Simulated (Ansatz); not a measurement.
## BaS: strain and displacement

```
CELL_PARAMETERS angstrom
0.00000 3.19375 3.19375
3.19375 0.00000 3.19375
3.19375 3.19375 0.00000
ATOMIC_POSITIONS crystal
Ba 0.00000 0.00000 0.00000
S 0.50000 0.50000 0.50000
```

Atom numbers follow the list: Ba1, S2.

Conventional cell: a = 6.388 Å, b = 6.388 Å, c = 6.388 Å, α = 90.00°, β = 90.00°, γ = 90.00°. Ba (atom 1) is surrounded by 6 S at 3.19 Å. S (atom 2) is surrounded by 6 Ba at 3.19 Å.

The cell is COD entry 9008600, as deposited and not checked against the literature; nothing was relaxed.

No spin–orbit coupling, which matters for the heavy atoms here.

The calculation used DFT, PBEsol, all-electron PAW with datasets made for the crystal, scalar-relativistic (Ansatz 0.2.0).

The runs use a Γ-centred 8×8×8 k mesh, Fermi–Dirac smearing of 0.02 eV, cutoff 260 eV (chosen by the program for this cell), no spin polarisation.

The unchanged cell is at -1.15 GPa.

x, y and z are the Cartesian axes of the cell as listed; fractional coordinates follow a strain, and an engineering shear is twice the off-diagonal strain component.

Vzz stands for the principal value of largest size of the field-gradient tensor, whatever its axis.

Spin–orbit coupling is left out, which moves gradients at and beside heavy atoms by some per cent and at worst by a factor of two.

**Question.** One change gave: energy change +2 meV/atom; stress change (xx, yy, zz, yz, xz, xy) -0.01, -0.01, -0.01, 0.36, 0.36, 0.36 GPa, compression positive; Vzz in 10²¹ V/m²: Ba1 0 → 1.37 (η = 0.00), S2 0 → -0.26 (η = 0.00); gap on the k mesh 2.08 → 2.03 eV. Which change was it?
A. equal xy, yz and zx engineering shear strains of +2 %
B. equal xy, yz and zx engineering shear strains of -3 %
C. equal xy, yz and zx engineering shear strains of +1 %
D. equal xy, yz and zx engineering shear strains of -2 %
E. equal xy, yz and zx engineering shear strains of +3 %
F. equal xy, yz and zx engineering shear strains of -1 %

**Answer.** D. For equal xy, yz and zx engineering shear strains of +1 %: energy change under 1 meV/atom; stress change (xx, yy, zz, yz, xz, xy) 0.00, 0.00, 0.00, -0.19, -0.19, -0.19 GPa, compression positive; Vzz in 10²¹ V/m²: Ba1 0 → -0.70 (η = 0.00), S2 0 → 0.14 (η = 0.00); gap on the k mesh 2.08 → 2.07 eV. For equal xy, yz and zx engineering shear strains of +3 %: energy change +5 meV/atom; stress change (xx, yy, zz, yz, xz, xy) -0.02, -0.02, -0.02, -0.61, -0.61, -0.61 GPa, compression positive; Vzz in 10²¹ V/m²: Ba1 0 → -2.11 (η = 0.00), S2 0 → 0.46 (η = 0.00); gap on the k mesh 2.08 → 2.03 eV. For equal xy, yz and zx engineering shear strains of -3 %: energy change +5 meV/atom; stress change (xx, yy, zz, yz, xz, xy) -0.02, -0.02, -0.02, 0.52, 0.52, 0.52 GPa, compression positive; Vzz in 10²¹ V/m²: Ba1 0 → 2.03 (η = 0.00), S2 0 → -0.38 (η = 0.00); gap on the k mesh 2.08 → 2.00 eV. For equal xy, yz and zx engineering shear strains of -1 %: energy change under 1 meV/atom; stress change (xx, yy, zz, yz, xz, xy) 0.00, 0.00, 0.00, 0.18, 0.18, 0.18 GPa, compression positive; Vzz in 10²¹ V/m²: Ba1 0 → 0.69 (η = 0.00), S2 0 → -0.14 (η = 0.00); gap on the k mesh 2.08 → 2.06 eV. For equal xy, yz and zx engineering shear strains of +2 %: energy change +2 meV/atom; stress change (xx, yy, zz, yz, xz, xy) -0.01, -0.01, -0.01, -0.40, -0.40, -0.40 GPa, compression positive; Vzz in 10²¹ V/m²: Ba1 0 → -1.40 (η = 0.00), S2 0 → 0.30 (η = 0.00); gap on the k mesh 2.08 → 2.05 eV.
